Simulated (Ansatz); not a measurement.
# Antimony, simple cubic: HSE06 after PBE

Aim: see what exact exchange does to the levels, and what it costs. Spin polarisation is left out. The cell comes from an earlier PBE relaxation. Exact exchange is dear, so the k-mesh is coarse, and PBE is run on the same mesh for comparison.

Program: Ansatz 0.2.0. Level of theory: DFT, plane waves (420 eV) with PBE-made PAW files, scalar-relativistic; functionals as named at each step. These are calculated values, not measurements.

**1. Starting point**

Symmetry: Pm-3m, No. 221, cubic system. The conventional cell has a = 3.106 Å, b = 3.106 Å, c = 3.106 Å, α = 90.00°, β = 90.00°, γ = 90.00°. Sb (site symmetry m-3m) has 6 Sb at 3.11 Å as nearest neighbours.

Coordinates:

```xyz
1
Lattice="3.1057 0.0000 0.0000 0.0000 3.1057 0.0000 0.0000 0.0000 3.1057" Properties=species:S:1:pos:R:3 pbc="T T T"
Sb    0.0000    0.0000    0.0000
```

**2. PBE, coarse mesh**

The run with PBE.

Contents of input.yaml:

```yaml
crystal:
  lattice:
    - [3.1057292066, 0.0, 0.0]
    - [0.0, 3.1057292066, 0.0]
    - [0.0, 0.0, 3.1057292066]
  atoms:
    - { symbol: Sb, position: [0.0, 0.0, 0.0] }
hamiltonian:
  xc: pbe
  pseudopotentials:
    kind: paw
    azcp:
      Sb: "pseudopotentials/Sb.paw.azcp"
basis:
  ecutwfc: 420
  fft_grid_basis: typed
kpoints:
  mp_grid: { grid: [5, 5, 5], shift: [0, 0, 0] }
magnetization:
  spin_polarized: false
scf:
  occupations: { method: fermi_dirac, width: 0.1 }
output:
  write_density: true
  write_potential: true
  elf: true
  volumetric_format: npy
```

Run with:

```console
$ ansatz run input.yaml --threads 4 --pin off --max-ram 8192MiB --backend cpu --events-out ev --progress --plain --runs-dir out
```

**3. HSE06, coarse mesh**

The run with HSE06.

input.yaml, as its differences from that of step 2:

```diff
@@ -8,3 +8,3 @@
 hamiltonian:
-  xc: pbe
+  xc: hse06
   pseudopotentials:
```

(Steps that only read results are left out.)

**Question.** What will these runs give? Wanted: PBE: gap; HSE06: gap; HSE06: relative to A7 rhombohedral.

As calculated:

| quantity | value |
| --- | --- |
| PBE: gap | none (levels filled in part) |
| HSE06: gap | none (levels filled in part) |
| HSE06: SCF cycles, exchange loops | 13, 2 |
| HSE06: CPU time over that of PBE | 14 |
| HSE06: relative to A7 rhombohedral | +84 meV/atom |

What this shows: Both PBE and HSE06 leave levels filled in part. The hybrid took 14 times as much CPU time as PBE on the same settings. The exchange operator of HSE06 was renewed in 2 outer loops. The dense-mesh value adds -93.6 meV/atom, the change that PBE shows between the coarse mesh and its own dense run (not shown). Under HSE06 it lies 84 meV/atom above A7 rhombohedral (computed apart in the same way); on such meshes a few tens of meV are uncertain for metals. Absolute energies differ from functional to functional, by eV per atom at times, and say nothing by themselves.
